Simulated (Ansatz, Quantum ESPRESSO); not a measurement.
This is a calculation of InPd for Ansatz 0.2.0. The cell comes from a database or a generator and needn't be the stable form of this composition.

input.yaml

```yaml
crystal:
  lattice:
    - [0.0, 2.74607, 2.74607]
    - [2.74607, 0.0, 2.74607]
    - [2.74607, 2.74607, 0.0]
  atoms:
    - { symbol: In, position: [0.0, 0.0, 0.0] }
    - { symbol: Pd, position: [0.5, 0.5, 0.5] }
hamiltonian:
  xc: pbe
  pseudopotentials: { kind: paw, azcp: { folder: soft_1 } }
kpoints:
  mp_grid: { grid: [8, 8, 8] }
scf:
  occupations: { method: fermi_dirac, width: 0.05 }
output:
  forces: true
  stress: true
  eigenvalues: true
```

Potentials or basis: Ansatz PAW soft_1.

Launch:

```bash
$ ansatz run input.yaml --threads 1 --pin off --max-ram 3584MiB --backend cpu --events-out ev --progress --plain --runs-dir out
```

**Question.** What does the same run look like in Quantum ESPRESSO 7.5? Potentials or basis there: SSSP 1.3 efficiency PBE, cutoff 816 eV.

**Answer.** As run (cutoffs and basis follow the program's own potentials, and thresholds, step limits or extra output files can differ):

pw.in

```
&CONTROL
  calculation = 'scf'
  prefix = 'pwscf'
  outdir = './tmp'
  pseudo_dir = './pseudo'
  tprnfor = .true.
  tstress = .true.
  disk_io = 'nowf'
/
&SYSTEM
  ibrav = 0
  nat = 2
  ntyp = 2
  ecutwfc = 60
  ecutrho = 440
  nbnd = 23
  occupations = 'smearing'
  smearing = 'fd'
  degauss = 0.00367493
/
&ELECTRONS
  conv_thr = 4d-10
  electron_maxstep = 120
  mixing_beta = 0.5
/
ATOMIC_SPECIES
In   114.8180 In.pbe-dn-rrkjus_psl.0.2.2.UPF
Pd   106.4200 Pd_ONCV_PBE-1.0.oncvpsp.upf
CELL_PARAMETERS angstrom
   0.0000000000    2.7460700000    2.7460700000
   2.7460700000    0.0000000000    2.7460700000
   2.7460700000    2.7460700000    0.0000000000
ATOMIC_POSITIONS crystal
In     0.0000000000    0.0000000000    0.0000000000
Pd     0.5000000000    0.5000000000    0.5000000000
K_POINTS automatic
8 8 8 0 0 0
```

Potentials or basis: SSSP 1.3 efficiency PBE.

Run with:

```console
$ OMP_NUM_THREADS=1 pw.x -in pw.in > pw.out
```

Both were run:

|  | Ansatz | Quantum ESPRESSO |
| --- | --- | --- |
| Pressure | 0.1 GPa | 0.1 GPa |

Ansatz's pressure holds a Pulay term of +0.04 GPa for its cutoff of 420 eV, which the other run lacks.

Where Ansatz's input types no cutoff or centring, it takes its own default and a Γ-centred mesh.

Pressure is positive in compression.
